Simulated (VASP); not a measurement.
Set up this calculation in VASP 6.6.1, as the native input.

```
Task                   : relaxation of cell and atoms
Functional             : revPBE
Dispersion             : D3(BJ)
Potentials or basis    : VASP PAW PBE potentials, release 64 (Pb_d, Se)
Cutoff                 : 600 eV
k mesh                 : 8 × 8 × 8
Occupations            : fermi-dirac, width 0.05 eV
Spin                   : no spin polarisation
Further INCAR settings : ALGO = Normal; EDIFF = 1e-06; IBRION = 2; EDIFFG = -0.01; NSW = 60; ISIF = 3
```

The structure of PbSe (Clausthalite) lies in POSCAR:

```
PbSe
1.0
    0.0000000000      3.0606500000      3.0606500000
    3.0606500000      0.0000000000      3.0606500000
    3.0606500000      3.0606500000      0.0000000000
Pb Se
1 1
Direct
    0.0000000000      0.0000000000      0.0000000000
    0.5000000000      0.5000000000      0.5000000000
```

These files were run (other wordings do the same):

INCAR

```
SYSTEM = PbSe
  ALGO = Normal
  EDIFF = 1E-6
  EDIFFG = -0.01
  ENCUT = 600
  GGA = RE
  IBRION = 2
  ISIF = 3
  ISMEAR = -1
  IVDW = 12
  LASPH = .TRUE.
  LCHARG = .FALSE.
  LREAL = .FALSE.
  LWAVE = .FALSE.
  NELM = 80
  NSW = 60
  PREC = Accurate
  SIGMA = 0.05
```

KPOINTS

```
k-points
0
G
  8 8 8
  0 0 0
```

Potentials or basis: VASP PAW PBE potentials, release 64 (Pb_d, Se).

Launch:

```sh
$ cat potpaw_PBE.64/Pb_d/POTCAR potpaw_PBE.64/Se/POTCAR > POTCAR
$ mpirun -np 1 vasp_std > vasp.out
```

Results of the run:

| Item | Value |
| --- | --- |
| Relaxed volume | 28.54 Å³/atom |
| Relaxed cell | a = 4.322 Å, b = 4.322 Å, c = 4.322 Å, α = 60.00°, β = 60.00°, γ = 60.00° |
| Space group after relaxing (to 0.05 Å) | Fm-3m (No. 225) |
| Energy gained by relaxing | 0.1 meV/atom |
| Ionic steps | 3 |
| Pressure after relaxing | 0.0 GPa |
| Band gap on the k mesh | 0.34 eV, direct |
| Dispersion energy per atom | -0.688 eV |

Caveat: the PAW data sets were made with another functional, which shifts forces and pressure a little; spin-orbit coupling is left out, which as a rule narrows the gap of such compounds by several tenths of an eV.

It took 81 s on 1 thread of Intel(R) Xeon(R) Platinum 8259CL CPU @ 2.50GHz (Skylake/Cascade Lake) (shared host), peak memory 0.22 GiB.
